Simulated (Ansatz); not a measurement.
KBr:

```
CELL_PARAMETERS angstrom
0.00000 3.30000 3.30000
3.30000 0.00000 3.30000
3.30000 3.30000 0.00000
ATOMIC_POSITIONS crystal
Br 0.50000 0.50000 0.50000
K 0.00000 0.00000 0.00000
```

Base run:

* Program: Ansatz 0.2.0
* Functional: HSE(alpha, omega)
* Potentials or basis: all-electron PAW datasets made for the crystal
* Cutoff: 220 eV (chosen from the basis error)
* k mesh: 4 × 4 × 4
* Occupations: fermi-dirac, width 0.05 eV
* Spin: no spin polarisation

Its results: band gap on the k mesh 6.86 eV, direct; pressure 0.2 GPa.

After a change of settings the same cell gave: band gap on the k mesh 4.91 eV, direct; pressure 0.6 GPa. Which change was it?
A. share of exact exchange from 0.5 to 0.25
B. share of exact exchange from 0.5 to 0.15
C. share of exact exchange from 0.5 to 0.4
D. share of exact exchange from 0.5 to 0.1

D.

Runs at the PBE level aren't shown here.
